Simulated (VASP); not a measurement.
# Al in VASP: relaxation of the atoms with PBE+D3(BJ)

Aim: the relaxation of the atoms of Al with PBE+D3(BJ).

Program: VASP 6.6.1. These are calculated values, not measurements. Logs are shortened: lines on timing, memory, paths and dates and some standing lists are left out, and cuts for length are marked.

### Step 1. The slab as given

The cell holds a slab with vacuum, 20 atoms: a = 3.832 Å, b = 10.140 Å, c = 32.122 Å, α = 90.00°, β = 90.00°, γ = 100.89°.

The cell was built by a generator and needn't be a form met in nature.

### Step 2. Relaxation of the atoms, PBE+D3(BJ)

INCAR reads:

```
SYSTEM = Al
ALGO = Normal
DIPOL = 0.5 0.5 0.500
EDIFF = 1E-7
EDIFFG = -0.02
ENCUT = 520
GGA = PE
IBRION = 2
IDIPOL = 3
ISIF = 2
ISMEAR = 1
IVDW = 12
KPAR = 4
LASPH = .True.
LCHARG = .False.
LDIPOL = .True.
LREAL = .False.
LWAVE = .False.
NELM = 120
NSW = 90
PREC = Accurate
SIGMA = 0.1
```

KPOINTS reads:

```
k-points
0
Gamma
  9 4 1
  0 0 0
```

POSCAR reads:

```
Al
1.0
    3.8324339100      0.0000000000      0.0000000000
   -1.9162169100      9.9569554000      0.0000000000
    0.0000000000      0.0000000000     32.1222795100
Al
20
Direct
    0.5555560000      0.1111110000      0.4042326300
    0.9555560000      0.9111110000      0.4042326300
    0.3555560000      0.7111110000      0.4042326300
    0.7555560000      0.5111110000      0.4042326300
    0.1555560000      0.3111110000      0.4042326300
    0.4555560000      0.9111110000      0.4680775400
    0.8555560000      0.7111110000      0.4680775400
    0.2555560000      0.5111110000      0.4680775400
    0.6555560000      0.3111110000      0.4680775400
    0.0555560000      0.1111110000      0.4680775400
    0.3555560000      0.7111110000      0.5319224600
    0.7555560000      0.5111110000      0.5319224600
    0.1555560000      0.3111110000      0.5319224600
    0.5555560000      0.1111110000      0.5319224600
    0.9555560000      0.9111110000      0.5319224600
    0.2555560000      0.5111110000      0.5957673700
    0.6555560000      0.3111110000      0.5957673700
    0.0555560000      0.1111110000      0.5957673700
    0.4555560000      0.9111110000      0.5957673700
    0.8555560000      0.7111110000      0.5957673700
```

Potentials or basis: VASP PAW PBE potentials, release 64 (Al).

Started as:

```bash
$ cat potpaw_PBE.64/Al/POTCAR > POTCAR
$ mpirun -np 4 vasp_std > vasp.out
```

OUTCAR:

```text
SYSTEM = Al
   EDIFF = 1E-7
   EDIFFG = -0.02
   ENCUT = 520
   GGA = PE
   IBRION = 2
   ISIF = 2
   ISMEAR = 1
   IVDW = 12
   LASPH = .True.
   LREAL = .False.
   NELM = 120
   NSW = 90
   PREC = Accurate
 IVDW          = 12

 ion  position               nearest neighbor table
   1  0.556  0.111  0.404-   5 2.76   2 2.76   5 2.76   2 2.76  10 2.81  10 2.81   9 2.86   6 2.86

   2  0.956  0.911  0.404-   3 2.76   1 2.76   3 2.76   1 2.76   6 2.81   6 2.81   7 2.86  10 2.86

   3  0.356  0.711  0.404-   2 2.76   4 2.76   2 2.76   4 2.76   7 2.81   7 2.81   6 2.86   8 2.86
[... 42 lines left out ...]
 A1 = (   1.9162169100,  -9.9569554000,   0.0000000000)
 A2 = (   1.9162170000,   9.9569554000,   0.0000000000)
 A3 = (   0.0000000000,   0.0000000000,  32.1222795100)

Analysis of symmetry for initial positions (statically):
=====================================================================
 Subroutine PRICEL returns following result:

  LATTYP: Found a base centered orthorhombic cell.
 ALAT       =     3.8324339100
 B/A-ratio  =     1.0392304873
 C/A-ratio  =     8.3816917041

  Lattice vectors:

 A1 = (  -1.9162169460,   1.9913910800,   0.0000000000)
 A2 = (  -1.9162169640,  -1.9913910800,   0.0000000000)
 A3 = (   0.0000000000,   0.0000000000,  32.1222795100)

   5 primitive cells build up your supercell.

 Routine SETGRP: Setting up the symmetry group for a
 base centered orthorhombic supercell.

 Subroutine GETGRP returns: Found  8 space group operations
 (whereof  2 operations were pure point group operations)
 out of a pool of  8 trial point group operations.

The static configuration has the point symmetry C_1h.
 The point group associated with its full space group is D_2h.

Analysis of symmetry for dynamics (positions and initial velocities):
=====================================================================
 Subroutine PRICEL returns following result:

  LATTYP: Found a base centered orthorhombic cell.
 ALAT       =     3.8324339100
 B/A-ratio  =     1.0392304873
 C/A-ratio  =     8.3816917041

  Lattice vectors:

 A1 = (  -1.9162169460,   1.9913910800,   0.0000000000)
 A2 = (  -1.9162169640,  -1.9913910800,   0.0000000000)
 A3 = (   0.0000000000,   0.0000000000,  32.1222795100)

   5 primitive cells build up your supercell.

 Routine SETGRP: Setting up the symmetry group for a
 base centered orthorhombic supercell.

 Subroutine GETGRP returns: Found  8 space group operations
 (whereof  2 operations were pure point group operations)
 out of a pool of  8 trial point group operations.

The dynamic configuration has the point symmetry C_1h.
 The point group associated with its full space group is D_2h.

 Subroutine INISYM returns: Found  8 space group operations
 (whereof  2 operations are pure point group operations),
 and found     5 'primitive' translations

----------------------------------------------------------------------------------------

                                     Primitive cell

  volume of cell :     245.1532

  direct lattice vectors                    reciprocal lattice vectors
    -1.916216946  1.991391080  0.000000000    -0.260930788  0.251080768  0.000000000
    -1.916216964 -1.991391080  0.000000000    -0.260930788 -0.251080766  0.000000000
     0.000000000  0.000000000 32.122279510     0.000000000  0.000000000  0.031131041

  length of vectors
     2.763607392  2.763607405 32.122279510     0.362113833  0.362113832  0.031131041

  position of ions in fractional coordinates (direct lattice)
     0.777777000  0.222222000  0.404232630
     0.277777000  0.722222000  0.468077540
     0.777777000  0.222222000  0.531922460
     0.277777000  0.722222000  0.595767370

  ion indices of the primitive-cell ions
   primitive index   ion index
                 1           1
                 2           9
                 3          14
                 4          17

----------------------------------------------------------------------------------------

 KPOINTS: k-points

Automatic generation of k-mesh.
 Grid dimensions read from file:
 generate k-points for:    9    4    1

 Generating k-lattice:

[... 21 lines left out ...]
|     classes:                                                                |
|                                                                             |
|        The reciprocal lattice is base centered orthorhombic,                |
|        whereas your k-lattice is simple monoclinic.                         |
|                                                                             |
|     Results are often still useful ...                                      |
|                                                                             |
 -----------------------------------------------------------------------------

 WARNING: IBZKPT: internal override: KBLOWUP is changed to .FALSE.
      ... skipping the blow-up phase ...

 Subroutine IBZKPT returns following result:
 ===========================================

 Found     19 irreducible k-points:

 Following reciprocal coordinates:
            Coordinates               Weight
  0.000000  0.000000  0.000000      1.000000
  0.111111 -0.000000  0.000000      2.000000
  0.222222 -0.000000  0.000000      2.000000
  0.333333 -0.000000  0.000000      2.000000
  0.444444 -0.000000  0.000000      2.000000
  0.000000  0.250000  0.000000      2.000000
[... 11 lines left out ...]
  0.333333  0.500000  0.000000      2.000000
  0.444444  0.500000  0.000000      2.000000
   k-points           NKPTS =     19   k-points in BZ     NKDIM =     19   number of bands    NBANDS=     41
   number of dos      NEDOS =    301   number of ions     NIONS =     20
   total plane-waves  NPLWV = 576000
   dimension x,y,z NGX =    30 NGY =   80 NGZ =  240
   dimension x,y,z NGXF=    60 NGYF=  160 NGZF=  480
   ions per type =              20
   NGX,Y,Z   is equivalent  to a cutoff of  13.01, 13.12, 12.42 a.u.
   NGXF,Y,Z  is equivalent  to a cutoff of  26.03, 26.23, 24.84 a.u.
 SYSTEM =  Al
   PREC   = accura    normal or accurate (medium, high low for compatibility)
   ISTART =      0    job   : 0-new  1-cont  2-samecut
   ICHARG =      2    charge: 1-file 2-atom 10-const
   ISPIN  =      1    spin polarized calculation?
   LNONCOLLINEAR =      F non collinear calculations
   LSORBIT =      F    spin-orbit coupling
   LASPH  =      T    aspherical Exc in radial PAW
   ENCUT  =  520.0 eV  38.22 Ry    6.18 a.u.   7.13 18.85 59.73*2*pi/ulx,y,z
   NELM   =    120;   NELMIN=  2; NELMDL= -5     # of ELM steps
   EDIFF  = 0.1E-06   stopping-criterion for ELM
   LREAL  =      F    real-space projection
   EDIFFG = -.2E-01   stopping-criterion for IOM
   NSW    =     90    number of steps for IOM
   IBRION =      2    ionic relax: 0-MD 1-quasi-New 2-CG
   NFREE  =      1    steps in history (QN), initial steepest desc. (CG)
   ISIF   =      2    stress and relaxation
   ISYM   =      2    0-nonsym 1-usesym 2-fastsym
   POTIM  = 0.5000    time-step for ionic-motion
   TEBEG  =    0.0;   TEEND  =   0.0 temperature during run
   PSTRESS=    0.0 pullay stress
   NELECT =      60.0000    total number of electrons
   NUPDOWN=      -1.0000    fix difference up-down
   EMIN   =  10.00;   EMAX   =-10.00  energy-range for DOS
   EFERMI =   0.00;   METHOD = LEGACY
   ISMEAR =     1;   SIGMA  =   0.10  broadening in eV -4-tet -1-fermi 0-gaus
   EFERMI_NEDOS =   21; number of points for ismear=-14 and -15
   IALGO  =     38    algorithm
   IMIX   =      4    mixing-type and parameters
     AMIX     =   0.40;   BMIX     =  1.00
     AMIX_MAG =   1.60;   BMIX_MAG =  1.00
  volume/ion in A,a.u.               =      61.29       413.59
  Fermi-wavevector in a.u.,A,eV,Ry     =   0.598856  1.131675  4.879444  0.358629
  Thomas-Fermi vector in A             =   1.650119
   LORBIT       =      0    0 simple, 1 ext, 2 COOP (PROOUT), +10 PAW based schemes
   GGA     = PE    functional components
   LHFCALC =     F    Hartree Fock is set to
   AEXX    =    0.0000 exact exchange contribution
   IVDW    =    12    specifies the selected vdW correction
   LEPSILON=     F    determine dielectric tensor
   LRPA    =     F    only Hartree local field effects (RPA)
 conjugate gradient relaxation of ions
 non-spin polarized calculation
 Methfessel and Paxton  Order N= 1 SIGMA  =   0.10
  energy-cutoff  :      520.00
  volume of cell :     1225.77
 maximum number of plane-waves:     33084
 NGX is ok and might be reduce to    30
   NGX = 15   NGY = 37   NGZ =119

--------------------------------------- Ionic step        1  -------------------------------------------

 number of electron      60.0000000 magnetization

 Free energy of the ion-electron system (eV)
  ---------------------------------------------------
  ext. energy  EPLUGINS =         0.00000000
  ---------------------------------------------------
  free energy    TOTEN  =       -70.21808120 eV

  energy without entropy =      -70.21334772  energy(sigma->0) =      -70.21650338

------------------------ aborting loop because EDIFF is reached ----------------------------------------

 Edisp (eV)   -5.11185

 E8    (eV) :    -2.3803
[... 275 lines left out ...]
  FREE ENERGIE OF THE ION-ELECTRON SYSTEM (eV)
  ---------------------------------------------------
  free  energy   TOTEN  =       -75.3523339573 eV

  energy  without entropy=      -75.3491291703  energy(sigma->0) =      -75.35126569

 dipolmoment           0.000000      0.000000      0.000000 electrons x Angstroem

--------------------------------------- Ionic step        6  -------------------------------------------

 number of electron      60.0000000 magnetization

 dipolmoment           0.000000      0.000000     -0.000000 electrons x Angstroem

 Free energy of the ion-electron system (eV)
  ---------------------------------------------------
  ext. energy  EPLUGINS =         0.00000000
  ---------------------------------------------------
  free energy    TOTEN  =       -70.29290085 eV

  energy without entropy =      -70.29186262  energy(sigma->0) =      -70.29255477

 E-fermi :  -0.9388     XC(G=0):  -3.2925

 val. band max:       -0.9425346785   @ k =  -0.3333   0.2500   0.0000
 cond. band min:      -0.9341008488   @ k =   0.2222   0.5000   0.0000
 fundamental gap:      0.0084338297
 Fermi energy:        -0.9388429808

 k-point     1 :       0.0000    0.0000    0.0000
  band No.  band energies     occupation
      1     -11.8504      2.00000
      2     -10.5056      2.00000
      3     -10.3694      2.00000
      4     -10.3694      2.00000
      5      -9.0355      2.00000
      6      -9.0355      2.00000
[... 825 lines left out ...]
     40       0.7387     -0.00000
     41       0.9227     -0.00000

------------------------ aborting loop because EDIFF is reached ----------------------------------------

 vacuum level on the upper side and lower side of the slab       (xc-potential included)        -0.018        -0.018

 Edisp (eV)   -5.06314

 E8    (eV) :    -2.3559

  FORCE on cell =-STRESS in cart. coord.  units (eV):
  Direction    XX          YY          ZZ          XY          YZ          ZX
  --------------------------------------------------------------------------------------
  -------------------------------------------------------------------------------------
  Total      -2.44346    -3.53683    -0.06533    -0.00000     0.00000     0.00000
  in kB      -3.19380    -4.62292    -0.08539    -0.00000     0.00000     0.00000
  external pressure =       -2.63 kB  Pullay stress =        0.00 kB
[... 35 lines left out ...]
  FREE ENERGIE OF THE ION-ELECTRON SYSTEM (eV)
  ---------------------------------------------------
  free  energy   TOTEN  =       -75.3560452577 eV

  energy  without entropy=      -75.3550070325  energy(sigma->0) =      -75.35569918

 reached required accuracy - stopping structural energy minimisation

 vacuum level on the upper side and lower side of the slab         3.285         3.285
```

Wall time 50 min (4 MPI ranks of Intel Xeon Platinum 8375C at 2.90GHz (Ice Lake), shared host); peak memory 1.7 GiB.

Results:

```yaml
Free_energy: -75.3560 eV
Energy_gained_by_relaxing: 1.3 meV/atom
Ionic_steps: 6
Band_gap_on_the_k_mesh: none (metal or under the smearing width)
Dispersion_energy_per_atom: -0.253 eV
```

Forces on the atoms (eV/Å):
```
Al   0.000  0.000  0.002
Al   0.000  0.000  0.002
Al   0.000  0.000  0.002
Al   0.000  0.000  0.002
Al   0.000  0.000  0.002
Al   0.000  0.000 -0.003
Al   0.000  0.000 -0.003
Al   0.000  0.000 -0.003
Al   0.000  0.000 -0.003
Al   0.000  0.000 -0.003
Al   0.000  0.000  0.003
Al   0.000  0.000  0.003
Al   0.000  0.000  0.003
Al   0.000  0.000  0.003
Al   0.000  0.000  0.003
Al   0.000  0.000 -0.002
Al   0.000  0.000 -0.002
Al   0.000  0.000 -0.002
Al   0.000  0.000 -0.002
Al   0.000  0.000 -0.002
```

The path:
```csv
step,energy change (eV),largest force (eV/Å),pressure (GPa)
1,0.0000,0.1119,-0.05
2,-0.0059,0.0950,-0.07
3,-0.0163,0.0513,-0.14
4,-0.0174,0.0789,-0.17
5,-0.0224,0.0520,-0.20
6,-0.0261,0.0028,-0.26
```

Final structure:
```
CELL_PARAMETERS angstrom
3.83243 0.00000 0.00000
-1.91622 9.95696 0.00000
0.00000 0.00000 32.12228
ATOMIC_POSITIONS crystal
Al 0.55556 0.11111 0.40270
Al 0.95556 0.91111 0.40270
Al 0.35556 0.71111 0.40270
Al 0.75556 0.51111 0.40270
Al 0.15556 0.31111 0.40270
Al 0.45556 0.91111 0.46783
Al 0.85556 0.71111 0.46783
Al 0.25556 0.51111 0.46783
Al 0.65556 0.31111 0.46783
Al 0.05556 0.11111 0.46783
Al 0.35556 0.71111 0.53217
Al 0.75556 0.51111 0.53217
Al 0.15556 0.31111 0.53217
Al 0.55556 0.11111 0.53217
Al 0.95556 0.91111 0.53217
Al 0.25556 0.51111 0.59730
Al 0.65556 0.31111 0.59730
Al 0.05556 0.11111 0.59730
Al 0.45556 0.91111 0.59730
Al 0.85556 0.71111 0.59730
```

Levels at points of the mesh, in eV from the Fermi level:
| k point | band 27 | band 28 | band 29 | band 30 | band 31 | band 32 | band 33 | band 34 |
| --- | --- | --- | --- | --- | --- | --- | --- | --- |
| (0.00, 0.00, 0.00) | 0.02 | 0.94 | 0.95 | 0.95 | 1.12 | 1.12 | 1.42 | 1.42 |
| (0.00, 0.50, 0.00) | 0.35 | 0.57 | 0.66 | 0.66 | 0.67 | 0.67 | 1.05 | 1.18 |
